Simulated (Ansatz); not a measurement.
**TaN at a changed volume: Coordination and Ta-181 quadrupole coupling**

Cell: an entry of the Crystallography Open Database (COD), relaxed with PBE at fixed cell and then changed (volume scaled by 1.06, ions relaxed).

Space group P-62m (No. 189); a = 5.2979, c = 2.9681 Å, γ = 120.00°.

```
site  Wyckoff  site symmetry       x       y       z
 Ta1       2d           -6..  0.3333  0.6667  0.5000
 Ta3       1a           -62m  0.0000  0.0000  0.0000
   N       3f            m2m  0.3907  0.0000  0.0000
```

One atom of each set is listed.

The numbers come from a DFT calculation in Ansatz (PBE, plane waves and PAW, scalar-relativistic, collinear spin, 420 eV cutoff, Γ-centred 10×10×16 k-points, Fermi–Dirac smearing 0.05 eV). Start moments as typed (μB): 2 on each Ta, none on the rest.

Q(Ta-181) = 3170 mb.

Question: Rank these Ta sites by |C_Q|, smallest first.
A. Ta3: 3 N at 2.07 Å; also 3 N at 3.23 Å
B. Ta1: 6 N at 2.21 Å

Answer: A (1013 MHz, η = 0.00), B (1333 MHz, η = 0.00).

An axis of threefold or higher order runs through Ta3 and Ta1, so V_zz lies along it and η is zero.

With no gap above 0.1 eV, as in a metal, the gradients converge slowly in k; expect changes of a tenth or more on a denser mesh. Without spin–orbit coupling the gradients at and beside Ta can be off by some per cent, at some sites by more. With these PAW files V_zz is typically within 2 to 3 % of all-electron values, but misses above 10 % occur on Ta. At this changed cell the PBE pressure is -12 GPa. The start moments die out, and the run ends without spin.
